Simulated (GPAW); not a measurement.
# SiNi3 (Pm-3m) in GPAW: a series of runs

Runs on SiNi3. Level: PBEsol. Tasks: relaxation of cell and atoms.

All numbers are computed with GPAW 26.7.0; they aren't measurements. Logs are shortened: lines on timing, memory, paths and dates and some standing lists are left out, and cuts for length are marked. The log counts tension as positive stress, the text compression.

## 1. Starting point

Symmetry: Pm-3m, No. 221, cubic system. The conventional cell has a = 3.542 Å, b = 3.542 Å, c = 3.542 Å, α = 90.00°, β = 90.00°, γ = 90.00°. Ni (site symmetry 4/mmm) is surrounded by 8 Ni at 2.50 Å and 4 Si at 2.50 Å. Around Si (site symmetry m-3m) lie 12 Ni at 2.50 Å.

## 2. Relaxation of cell and atoms, PBEsol, collinear spin, ferromagnetic start, target pressure 10 GPa, at which the enthalpy is minimised

The input, run.py:

```python
from ase import Atoms
from ase.filters import FrechetCellFilter
from ase.io import write
from ase.optimize import BFGS
from ase.units import GPa
from gpaw import GPAW, PW, setup_paths

setup_paths.insert(0, '.')

atoms = Atoms(['Ni', 'Ni', 'Ni', 'Si'],
              cell=[[3.542, 0.0, 0.0],
                    [0.0, 3.542, 0.0],
                    [0.0, 0.0, 3.542]],
              scaled_positions=[[0.5, 0.5, 0.0],
                                [0.5, 0.0, 0.5],
                                [0.0, 0.5, 0.5],
                                [0.0, 0.0, 0.0]],
              pbc=True)
atoms.set_initial_magnetic_moments([1.0, 1.0, 1.0, 0.0])

calc = GPAW(mode=PW(600),
            xc='PBEsol',
            kpts={'size': (6, 6, 6), 'gamma': True},
            occupations={'name': 'fermi-dirac', 'width': 0.05},
            nbands=45,
            convergence={'density': 1e-05, 'forces': 0.0001},
            maxiter=150,
            txt='gpaw.txt')
atoms.calc = calc
opt = BFGS(FrechetCellFilter(atoms, scalar_pressure=10 * GPa), trajectory='relax.traj', logfile='-')
done = opt.run(fmax=0.02, steps=60)
calc.write('gs.gpw')
write('result.traj', atoms)
print('Converged:', done)
print('Cell:', atoms.cell.cellpar().round(4))
print('Volume:', round(atoms.get_volume(), 4))
print(atoms.get_scaled_positions().round(5))
```

Potentials or basis: PAW data sets generated in the run's folder for this functional, pw.

Run with:

```
$ gpaw-setup -f PBEsol Ni Si
$ OMP_NUM_THREADS=1 python run.py
```

gpaw.txt:

```text
__  _  _
 | _ |_)|_||  |
 |__||  | ||/\| - 26.7.0

Input parameters:
  mode=PW(ecut=600.0),
  convergence={'density': 1e-05, 'forces': 0.0001},
  kpts=MonkhorstPack(size=(6, 6, 6), gamma=True),
  maxiter=150,
  nbands=45,
  occupations=Occupations(name='fermi-dirac', width=0.05),
  xc=XC(name='PBEsol')

Diagonalizing LCAO Hamiltonian
Converting LCAO to pw mode
   .--------.
  /|        |
 * |        |
 |Ni        |
 | .-Ni-----.
 |/    Ni  /
 Si-------*

Atoms  # Å, Bohr magnetons
|   | symbol |        x |        y |        z |    initial magnetic moments |
|---|--------|----------|----------|----------|-----------------------------|
| 0 |     Ni | 1.771000 | 1.771000 | 0.000000 | ( 0.0000,  0.0000,  1.0000) |
| 1 |     Ni | 1.771000 | 0.000000 | 1.771000 | ( 0.0000,  0.0000,  1.0000) |
| 2 |     Ni | 0.000000 | 1.771000 | 1.771000 | ( 0.0000,  0.0000,  1.0000) |
| 3 |     Si | 0.000000 | 0.000000 | 0.000000 | ( 0.0000,  0.0000,  0.0000) |

Unit cell  # Å
| periodic |        x |        y |        z |  lengths |    angles |
|----------|----------|----------|----------|----------|-----------|
|      yes | 3.542000 | 0.000000 | 0.000000 | 3.542000 | 90.000000 |
|      yes | 0.000000 | 3.542000 | 0.000000 | 3.542000 | 90.000000 |
|      yes | 0.000000 | 0.000000 | 3.542000 | 3.542000 | 90.000000 |

Number of symmetries: 48
Symmetry operations  # r_c * U_cc + t_c -> r_c
|    | kind |            matrix            |
|----|------|------------------------------|
|  0 |  E   |  1, 0, 0,  0, 1, 0,  0, 0, 1 |
|  1 |  σ   |  1, 0, 0,  0, 1, 0,  0, 0,-1 |
|  2 |  σ   |  1, 0, 0,  0, 0, 1,  0, 1, 0 |
|  3 |  C4  |  1, 0, 0,  0, 0, 1,  0,-1, 0 |
|  4 |  C4  |  1, 0, 0,  0, 0,-1,  0, 1, 0 |
|  5 |  σ   |  1, 0, 0,  0, 0,-1,  0,-1, 0 |
|  6 |  σ   |  1, 0, 0,  0,-1, 0,  0, 0, 1 |
|  7 |  C2  |  1, 0, 0,  0,-1, 0,  0, 0,-1 |
|  8 |  σ   |  0, 1, 0,  1, 0, 0,  0, 0, 1 |
|  9 |  C2  |  0, 1, 0,  1, 0, 0,  0, 0,-1 |
| 10 |  C3  |  0, 1, 0,  0, 0, 1,  1, 0, 0 |
| 11 |  S6  |  0, 1, 0,  0, 0, 1, -1, 0, 0 |
| 12 |  S6  |  0, 1, 0,  0, 0,-1,  1, 0, 0 |
| 13 |  C3  |  0, 1, 0,  0, 0,-1, -1, 0, 0 |
[... 241 lines left out ...]
Stress tensor  # eV/Ang^3
|        x |        y |        z |
|----------|----------|----------|
| 0.074646 | 0.000000 | 0.000000 |
| 0.000000 | 0.074646 | 0.000000 |
| 0.000000 | 0.000000 | 0.074646 |

Forces  # eV/Ang
|        x |        y |       z |
|----------|----------|---------|
| -0.00000 | -0.00000 | 0.00000 |  # Ni   0
|  0.00000 |  0.00000 | 0.00000 |  # Ni   1
|  0.00000 |  0.00000 | 0.00000 |  # Ni   2
|  0.00000 |  0.00000 | 0.00000 |  # Si   3

Interpolating wave functions to new cell

        Ni
            Ni
             Ni
       Si

Atoms  # Å, Bohr magnetons
|   | symbol |         x |         y |        z |    initial magnetic moments |
|---|--------|-----------|-----------|----------|-----------------------------|
| 0 |     Ni |  1.761395 |  1.761395 | 0.000000 | ( 0.0000,  0.0000,  0.0000) |
| 1 |     Ni |  1.761395 | -0.000000 | 1.761395 | ( 0.0000,  0.0000,  0.0000) |
| 2 |     Ni | -0.000000 |  1.761395 | 1.761395 | ( 0.0000,  0.0000,  0.0000) |
| 3 |     Si |  0.000000 |  0.000000 | 0.000000 | ( 0.0000,  0.0000,  0.0000) |

Unit cell  # Å
| periodic |         x |         y |        z |  lengths |    angles |
|----------|-----------|-----------|----------|----------|-----------|
|      yes |  3.522791 | -0.000000 | 0.000000 | 3.522791 | 90.000000 |
|      yes | -0.000000 |  3.522791 | 0.000000 | 3.522791 | 90.000000 |
|      yes |  0.000000 |  0.000000 | 3.522791 | 3.522791 | 90.000000 |

Number of symmetries: 48
Symmetry operations  # r_c * U_cc + t_c -> r_c
|    | kind |            matrix            |
|----|------|------------------------------|
|  0 |  E   |  1, 0, 0,  0, 1, 0,  0, 0, 1 |
|  1 |  σ   |  1, 0, 0,  0, 1, 0,  0, 0,-1 |
|  2 |  σ   |  1, 0, 0,  0, 0, 1,  0, 1, 0 |
|  3 |  C4  |  1, 0, 0,  0, 0, 1,  0,-1, 0 |
|  4 |  C4  |  1, 0, 0,  0, 0,-1,  0, 1, 0 |
|  5 |  σ   |  1, 0, 0,  0, 0,-1,  0,-1, 0 |
[... 18 lines left out ...]
| 1 |     Ni |  1.710167 | -0.000000 | 1.710167 | ( 0.0000,  0.0000, -0.0000) |
| 2 |     Ni | -0.000000 |  1.710167 | 1.710167 | ( 0.0000,  0.0000, -0.0000) |
| 3 |     Si |  0.000000 | -0.000000 | 0.000000 | ( 0.0000,  0.0000,  0.0000) |

Unit cell  # Å
| periodic |         x |         y |         z |  lengths |    angles |
|----------|-----------|-----------|-----------|----------|-----------|
|      yes |  3.420334 | -0.000000 | -0.000000 | 3.420334 | 90.000000 |
|      yes | -0.000000 |  3.420334 |  0.000000 | 3.420334 | 90.000000 |
|      yes |  0.000000 |  0.000000 |  3.420334 | 3.420334 | 90.000000 |

Number of symmetries: 48
Symmetry operations  # r_c * U_cc + t_c -> r_c
|    | kind |            matrix            |
|----|------|------------------------------|
|  0 |  E   |  1, 0, 0,  0, 1, 0,  0, 0, 1 |
|  1 |  σ   |  1, 0, 0,  0, 1, 0,  0, 0,-1 |
|  2 |  σ   |  1, 0, 0,  0, 0, 1,  0, 1, 0 |
|  3 |  C4  |  1, 0, 0,  0, 0, 1,  0,-1, 0 |
|  4 |  C4  |  1, 0, 0,  0, 0,-1,  0, 1, 0 |
|  5 |  σ   |  1, 0, 0,  0, 0,-1,  0,-1, 0 |
|  6 |  σ   |  1, 0, 0,  0,-1, 0,  0, 0, 1 |
|  7 |  C2  |  1, 0, 0,  0,-1, 0,  0, 0,-1 |
|  8 |  σ   |  0, 1, 0,  1, 0, 0,  0, 0, 1 |
|  9 |  C2  |  0, 1, 0,  1, 0, 0,  0, 0,-1 |
| 10 |  C3  |  0, 1, 0,  0, 0, 1,  1, 0, 0 |
| 11 |  S6  |  0, 1, 0,  0, 0, 1, -1, 0, 0 |
| 12 |  S6  |  0, 1, 0,  0, 0,-1,  1, 0, 0 |
| 13 |  C3  |  0, 1, 0,  0, 0,-1, -1, 0, 0 |
[... 230 lines left out ...]
|         31 |        21.695 |     0.000 |        21.695 |     0.000 |
|         32 |        21.695 |     0.000 |        21.695 |     0.000 |
|        ... |               |           |               |           |
|         44 |        37.299 |     0.000 |        37.299 |     0.000 |

No gap
No difference between direct/indirect transitions

Stress tensor  # eV/Ang^3
|         x |         y |         z |
|-----------|-----------|-----------|
| -0.081559 | -0.000000 |  0.000000 |
| -0.000000 | -0.081559 |  0.000000 |
|  0.000000 |  0.000000 | -0.081559 |

Forces  # eV/Ang
|       x |        y |        z |
|---------|----------|----------|
| 0.00000 |  0.00000 |  0.00000 |  # Ni   0
| 0.00000 |  0.00000 | -0.00000 |  # Ni   1
| 0.00000 |  0.00000 |  0.00000 |  # Ni   2
| 0.00000 | -0.00000 |  0.00000 |  # Si   3

Interpolating wave functions to new cell

        Ni
            Ni
             Ni
       Si

Atoms  # Å, Bohr magnetons
|   | symbol |         x |         y |         z |    initial magnetic moments |
|---|--------|-----------|-----------|-----------|-----------------------------|
| 0 |     Ni |  1.716723 |  1.716723 |  0.000000 | ( 0.0000,  0.0000, -0.0000) |
| 1 |     Ni |  1.716723 | -0.000000 |  1.716723 | ( 0.0000,  0.0000, -0.0000) |
| 2 |     Ni | -0.000000 |  1.716723 |  1.716723 | ( 0.0000,  0.0000, -0.0000) |
| 3 |     Si |  0.000000 | -0.000000 | -0.000000 | ( 0.0000,  0.0000,  0.0000) |

Unit cell  # Å
| periodic |         x |         y |         z |  lengths |    angles |
|----------|-----------|-----------|-----------|----------|-----------|
|      yes |  3.433446 | -0.000000 | -0.000000 | 3.433446 | 90.000000 |
|      yes | -0.000000 |  3.433446 | -0.000000 | 3.433446 | 90.000000 |
|      yes |  0.000000 |  0.000000 |  3.433446 | 3.433446 | 90.000000 |

Number of symmetries: 48
Symmetry operations  # r_c * U_cc + t_c -> r_c
|    | kind |            matrix            |
|----|------|------------------------------|
|  0 |  E   |  1, 0, 0,  0, 1, 0,  0, 0, 1 |
|  1 |  σ   |  1, 0, 0,  0, 1, 0,  0, 0,-1 |
|  2 |  σ   |  1, 0, 0,  0, 0, 1,  0, 1, 0 |
|  3 |  C4  |  1, 0, 0,  0, 0, 1,  0,-1, 0 |
|  4 |  C4  |  1, 0, 0,  0, 0,-1,  0, 1, 0 |
|  5 |  σ   |  1, 0, 0,  0, 0,-1,  0,-1, 0 |
|  6 |  σ   |  1, 0, 0,  0,-1, 0,  0, 0, 1 |
|  7 |  C2  |  1, 0, 0,  0,-1, 0,  0, 0,-1 |
|  8 |  σ   |  0, 1, 0,  1, 0, 0,  0, 0, 1 |
|  9 |  C2  |  0, 1, 0,  1, 0, 0,  0, 0,-1 |
| 10 |  C3  |  0, 1, 0,  0, 0, 1,  1, 0, 0 |
| 11 |  S6  |  0, 1, 0,  0, 0, 1, -1, 0, 0 |
| 12 |  S6  |  0, 1, 0,  0, 0,-1,  1, 0, 0 |
| 13 |  C3  |  0, 1, 0,  0, 0,-1, -1, 0, 0 |
[... 229 lines left out ...]
|         31 |        21.434 |     0.000 |        21.434 |     0.000 |
|         32 |        21.434 |     0.000 |        21.434 |     0.000 |
|        ... |               |           |               |           |
|         44 |        36.932 |     0.000 |        36.932 |     0.000 |

No gap
No difference between direct/indirect transitions

Stress tensor  # eV/Ang^3
|         x |         y |         z |
|-----------|-----------|-----------|
| -0.060509 | -0.000000 |  0.000000 |
| -0.000000 | -0.060509 |  0.000000 |
|  0.000000 |  0.000000 | -0.060509 |

Forces  # eV/Ang
|       x |        y |        z |
|---------|----------|----------|
| 0.00000 | -0.00000 | -0.00000 |  # Ni   0
| 0.00000 |  0.00000 |  0.00000 |  # Ni   1
| 0.00000 | -0.00000 | -0.00000 |  # Ni   2
| 0.00000 |  0.00000 |  0.00000 |  # Si   3

# Writing to gs.gpw (mode='')
```

It took 3.5 min on 1 thread of Arm Neoverse V1, shared host; peak memory 0.29 GiB.

What came out:

| Item | Value |
| --- | --- |
| Free energy | -31.6054 eV |
| Relaxed volume | 10.12 Å³/atom |
| Relaxed cell | a = 3.433 Å, b = 3.433 Å, c = 3.433 Å, α = 90.00°, β = 90.00°, γ = 90.00° |
| Space group after relaxing (to 0.05 Å) | Pm-3m (No. 221) |
| Energy change on relaxing (the enthalpy is what falls) | -13.0 meV/atom |
| Ionic steps | 4 |
| Pressure after relaxing | 9.7 GPa |
| Band gap on the k mesh | none (metal or under the smearing width) |
| Net moment | 0.00 μB per cell |

The path:
```
step  energy change (eV)  largest force (eV/Å)  pressure (GPa)  volume (Å³)
   1              0.0000                0.0000          -11.96        44.44
   2             -0.0469                0.0000           -8.85        43.72
   3             -0.0190                0.0000           13.07        40.01
   4             -0.0518                0.0000            9.69        40.48
```

Final structure:
```xyz
4
Lattice="3.4334 0.0000 0.0000 0.0000 3.4334 0.0000 0.0000 0.0000 3.4334" Properties=species:S:1:pos:R:3 pbc="T T T"
Ni    1.7167    1.7167    0.0000
Ni    1.7167    0.0000    1.7167
Ni    0.0000    1.7167    1.7167
Si    0.0000    0.0000    0.0000
```

Levels at points of the mesh, in eV from the Fermi level:
Spin up:
| k point | band 23 | band 24 | band 25 | band 26 | band 27 | band 28 | band 29 | band 30 |
| --- | --- | --- | --- | --- | --- | --- | --- | --- |
| (0.00, 0.00, 0.00) | -0.71 | -0.71 | -0.34 | 0.02 | 0.02 | 0.02 | 5.41 | 6.63 |
| (0.50, 0.00, 0.00) | -1.49 | -1.32 | -0.63 | 0.02 | 3.85 | 3.85 | 5.28 | 5.28 |
| (0.50, 0.50, 0.00) | -1.65 | -1.26 | -1.18 | -1.11 | 0.71 | 0.71 | 6.04 | 6.52 |
| (0.50, 0.50, 0.50) | -1.42 | -1.42 | -0.80 | -0.25 | -0.25 | -0.25 | 1.52 | 4.28 |
Spin down:
```tsv
k point	band 24	band 25	band 26	band 27	band 28	band 29
(0.00, 0.00, 0.00)	-0.71	-0.34	0.02	0.02	0.02	5.41
(0.50, 0.00, 0.00)	-1.32	-0.63	0.02	3.85	3.85	5.28
(0.50, 0.50, 0.00)	-1.26	-1.18	-1.11	0.71	0.71	6.04
(0.50, 0.50, 0.50)	-1.42	-0.80	-0.25	-0.25	-0.25	1.52
```

Caveat: each step starts from the last one's moments, so a moment once lost doesn't come back; the stock nickel data set gives pressures a few GPa off other programs; later steps reuse the first step's grids.

## 3. Relaxation of cell and atoms, PBEsol, collinear spin, ferromagnetic start, target pressure 20 GPa, at which the enthalpy is minimised

Edit run.py of step 2 so:

```diff
@@ -29,3 +29,3 @@
 atoms.calc = calc
-opt = BFGS(FrechetCellFilter(atoms, scalar_pressure=10 * GPa), trajectory='relax.traj', logfile='-')
+opt = BFGS(FrechetCellFilter(atoms, scalar_pressure=20 * GPa), trajectory='relax.traj', logfile='-')
 done = opt.run(fmax=0.02, steps=60)
```

Potentials or basis: PAW data sets generated in the run's folder for this functional, pw.

Run with:

```
$ gpaw-setup -f PBEsol Ni Si
$ OMP_NUM_THREADS=1 python run.py
```

Wall time 4 min (1 thread of Arm Neoverse V1, shared host); peak memory 0.33 GiB.

Results (log left out):

| Item | Value |
| --- | --- |
| Free energy | -31.4834 eV |
| Relaxed volume | 9.79 Å³/atom |
| Relaxed cell | a = 3.396 Å, b = 3.396 Å, c = 3.396 Å, α = 90.00°, β = 90.00°, γ = 90.00° |
| Space group after relaxing (to 0.05 Å) | Pm-3m (No. 221) |
| Energy change on relaxing (the enthalpy is what falls) | +17.5 meV/atom |
| Ionic steps | 5 |
| Pressure after relaxing | 20.0 GPa |
| Band gap on the k mesh | none (metal or under the smearing width) |
| Net moment | 0.00 μB per cell |

Step by step:
```
step  energy change (eV)  largest force (eV/Å)  pressure (GPa)  volume (Å³)
   1              0.0000                0.0000          -11.96        44.44
   2             -0.0632                0.0000           -7.34        43.39
   3              0.1683                0.0000           26.08        38.46
   4              0.0593                0.0000           19.26        39.23
   5              0.0699                0.0000           19.98        39.15
```

Final structure:
```xyz
4
Lattice="3.3955 0.0000 0.0000 0.0000 3.3955 0.0000 0.0000 0.0000 3.3955" Properties=species:S:1:pos:R:3 pbc="T T T"
Ni    1.6978    1.6978    0.0000
Ni    1.6978    0.0000    1.6978
Ni    0.0000    1.6978    1.6978
Si    0.0000    0.0000    0.0000
```

Levels at points of the mesh, in eV from the Fermi level:
Spin up:
| k point | band 22 | band 23 | band 24 | band 25 | band 26 | band 27 | band 28 | band 29 | band 30 | band 31 |
| --- | --- | --- | --- | --- | --- | --- | --- | --- | --- | --- |
| (0.00, 0.00, 0.00) | -1.19 | -0.75 | -0.75 | -0.36 | 0.03 | 0.03 | 0.03 | 5.75 | 6.80 | 6.80 |
| (0.50, 0.00, 0.00) | -1.59 | -1.57 | -1.39 | -0.67 | 0.03 | 3.99 | 3.99 | 5.37 | 5.37 | 5.75 |
| (0.50, 0.50, 0.00) | -1.74 | -1.74 | -1.32 | -1.24 | -1.16 | 0.75 | 0.75 | 6.26 | 6.69 | 7.93 |
| (0.50, 0.50, 0.50) | -1.75 | -1.49 | -1.49 | -0.88 | -0.26 | -0.26 | -0.26 | 1.69 | 4.44 | 4.44 |
Spin down:
| k point | band 23 | band 24 | band 25 | band 26 | band 27 | band 28 | band 29 | band 30 |
| --- | --- | --- | --- | --- | --- | --- | --- | --- |
| (0.00, 0.00, 0.00) | -0.75 | -0.75 | -0.36 | 0.03 | 0.03 | 0.03 | 5.75 | 6.80 |
| (0.50, 0.00, 0.00) | -1.57 | -1.39 | -0.67 | 0.03 | 3.99 | 3.99 | 5.37 | 5.37 |
| (0.50, 0.50, 0.00) | -1.74 | -1.32 | -1.24 | -1.16 | 0.75 | 0.75 | 6.26 | 6.69 |
| (0.50, 0.50, 0.50) | -1.49 | -1.49 | -0.88 | -0.26 | -0.26 | -0.26 | 1.69 | 4.44 |

Caveat: each step starts from the last one's moments, so a moment once lost doesn't come back; the stock nickel data set gives pressures a few GPa off other programs; later steps reuse the first step's grids.

## 4. Relaxation of cell and atoms, PBEsol, collinear spin, ferromagnetic start, target pressure 30 GPa, at which the enthalpy is minimised

Edit run.py of step 3 so:

```diff
@@ -29,3 +29,3 @@
 atoms.calc = calc
-opt = BFGS(FrechetCellFilter(atoms, scalar_pressure=20 * GPa), trajectory='relax.traj', logfile='-')
+opt = BFGS(FrechetCellFilter(atoms, scalar_pressure=30 * GPa), trajectory='relax.traj', logfile='-')
 done = opt.run(fmax=0.02, steps=60)
```

Run with:

```
$ gpaw-setup -f PBEsol Ni Si
$ OMP_NUM_THREADS=1 python run.py
```

Run time: 4.1 min. Hardware: 1 thread of Arm Neoverse V1, shared host; peak memory 0.33 GiB.

The run converged. Its results:

```
Free energy                                            : -31.3138 eV
Relaxed volume                                         : 9.51 Å³/atom
Relaxed cell                                           : a = 3.364 Å, b = 3.364 Å, c = 3.364 Å, α = 90.00°, β = 90.00°, γ = 90.00°
Space group after relaxing (to 0.05 Å)                 : Pm-3m (No. 221)
Energy change on relaxing (the enthalpy is what falls) : +59.8 meV/atom
Ionic steps                                            : 5
Pressure after relaxing                                : 30.0 GPa
Band gap on the k mesh                                 : none (metal or under the smearing width)
Net moment                                             : 0.00 μB per cell
```

Step by step:
```csv
step,energy change (eV),largest force (eV/Å),pressure (GPa),volume (Å³)
1,0.0000,0.0000,-11.96,44.44
2,-0.0763,0.0000,-5.79,43.07
3,0.4425,0.0000,39.80,37.12
4,0.2148,0.0000,28.66,38.19
5,0.2393,0.0000,29.96,38.06
```

Final structure:
```yaml
crystal:
  lattice:
    - [3.36368, 0.00000, 0.00000]
    - [0.00000, 3.36368, 0.00000]
    - [0.00000, 0.00000, 3.36368]
  atoms:
    - { symbol: Ni, position: [0.50000, 0.50000, 0.00000] }
    - { symbol: Ni, position: [0.50000, 0.00000, 0.50000] }
    - { symbol: Ni, position: [0.00000, 0.50000, 0.50000] }
    - { symbol: Si, position: [0.00000, 0.00000, 0.00000] }
```

Levels at points of the mesh, in eV from the Fermi level:
Spin up:
```csv
k point,band 24,band 25,band 26,band 27,band 28,band 29
"(0.00, 0.00, 0.00)",-0.78,-0.37,0.03,0.03,0.03,6.04
"(0.50, 0.00, 0.00)",-1.45,-0.70,0.03,4.11,4.11,5.44
"(0.50, 0.50, 0.00)",-1.37,-1.30,-1.21,0.78,0.78,6.46
"(0.50, 0.50, 0.50)",-1.55,-0.94,-0.27,-0.27,-0.27,1.84
```
Spin down:
| k point | band 23 | band 24 | band 25 | band 26 | band 27 | band 28 | band 29 | band 30 |
| --- | --- | --- | --- | --- | --- | --- | --- | --- |
| (0.00, 0.00, 0.00) | -0.78 | -0.78 | -0.37 | 0.03 | 0.03 | 0.03 | 6.04 | 6.94 |
| (0.50, 0.00, 0.00) | -1.65 | -1.45 | -0.70 | 0.03 | 4.11 | 4.11 | 5.44 | 5.44 |
| (0.50, 0.50, 0.00) | -1.81 | -1.37 | -1.30 | -1.21 | 0.78 | 0.78 | 6.46 | 6.84 |
| (0.50, 0.50, 0.50) | -1.55 | -1.55 | -0.94 | -0.27 | -0.27 | -0.27 | 1.84 | 4.58 |

Caveat: each step starts from the last one's moments, so a moment once lost doesn't come back; the stock nickel data set gives pressures a few GPa off other programs; later steps reuse the first step's grids.

## 5. Summary

| cell | target pressure | gap on the mesh (eV) | pressure (GPa) | moment (μB) |
| --- | --- | --- | --- | --- |
| relaxed to 10 GPa | 10 GPa | none | 9.7 | 0.00 |
| relaxed to 20 GPa | 20 GPa | none | 20.0 | 0.00 |
| relaxed to 30 GPa | 30 GPa | none | 30.0 | 0.00 |

Alike in all rows: task relaxation of cell and atoms; level PBEsol; potentials or basis PAW data sets generated in the run's folder for this functional, pw; spin collinear, ferromagnetic start; k mesh 6 × 6 × 6; cutoff (eV) 600; smearing fermi-dirac 0.05 eV.

Caveats: each step starts from the last one's moments, so a moment once lost doesn't come back; the stock nickel data set gives pressures a few GPa off other programs; later steps reuse the first step's grids.

Total energies depend on the potentials used, so only differences within one code and one set of settings carry meaning.
